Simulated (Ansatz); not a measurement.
Input and command of a plane-wave DFT calculation in Ansatz:

```yaml
crystal:
  lattice:
    - [0.0, 2.20914, 1.96368]
    - [2.20914, 0.0, 1.96368]
    - [2.20914, 2.20914, 0.0]
  atoms:
    - { symbol: Au, position: [0.0, 0.0, 0.0] }
basis:
  ecutwfc: 420
kpoints:
  mp_grid: { grid: [20, 20, 20] }
hamiltonian:
  xc: pbe
scf:
  occupations: { method: gaussian, width: 0.15 }
output:
  forces: true
  stress: true
  eigenvalues: true
```

```bash
ansatz run input.yaml --threads 1 --pin off --max-ram 2560MiB --backend cpu --events-out ev --progress --plain --runs-dir out
```

Processor: Arm Neoverse V1, 1 thread, on a host shared with other jobs.

Task: Estimate time, memory and problem size.

Result: About 8.2 s on 1 thread of Arm Neoverse V1, with other jobs on the host, peak memory 0.41 GiB. It solves 14 bands at 641 k points (the mesh reduced by symmetry) with about 371 plane waves, in 6 SCF iterations.
